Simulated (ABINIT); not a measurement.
The system is PbF2 (Fluorocronite).

```
CELL_PARAMETERS angstrom
0.00000 2.96366 2.96366
2.96366 0.00000 2.96366
2.96366 2.96366 0.00000
ATOMIC_POSITIONS crystal
Pb 0.00000 0.00000 0.00000
F 0.75000 0.75000 0.75000
F 0.25000 0.25000 0.25000
```

| Property | Result |
| --- | --- |
| Program | ABINIT 10.8.3 (patched build) |
| Task | relaxation of cell and atoms |
| Functional | LDA |
| Potentials or basis | PseudoDojo NC SR LDA v0.4.1 standard |
| Cutoff | 1143 eV |
| k mesh | 6 × 6 × 6 |
| Occupations | fermi-dirac, width 0.05 eV |
| Spin | no spin polarisation |

At the start: pressure -4.5 GPa; volume 17.35 Å³/atom.

Task: Where does the relaxation end?

Result: Over 5 steps the energy falls by 14.8 meV/atom and the volume is 16.36 Å³/atom (-5.7 %); space group Fm-3m (No. 225, to 0.05 Å).

Step by step:
| step | energy change (eV) | largest force (eV/Å) | pressure (GPa) | volume (Å³) |
| --- | --- | --- | --- | --- |
| 1 | 0.0000 | 0.0000 | -4.51 | 52.06 |
| 2 | -0.0181 | 0.0000 | -3.57 | 51.35 |
| 3 | -0.0442 | 0.0000 | 0.40 | 48.85 |
| 4 | -0.0445 | 0.0000 | -0.03 | 49.09 |
| 5 | -0.0445 | 0.0000 | 0.00 | 49.08 |

Final structure:
```cif
data_structure
_symmetry_space_group_name_H-M 'P 1'
_symmetry_Int_Tables_number 1
_cell_length_a 4.1095
_cell_length_b 4.1095
_cell_length_c 4.1095
_cell_angle_alpha 60.000
_cell_angle_beta 60.000
_cell_angle_gamma 60.000
_cell_volume 49.08
loop_
_atom_site_label
_atom_site_type_symbol
_atom_site_fract_x
_atom_site_fract_y
_atom_site_fract_z
_atom_site_occupancy
Pb1 Pb 0.00000 0.00000 0.00000 1
F1 F 0.75000 0.75000 0.75000 1
F2 F 0.25000 0.25000 0.25000 1
```
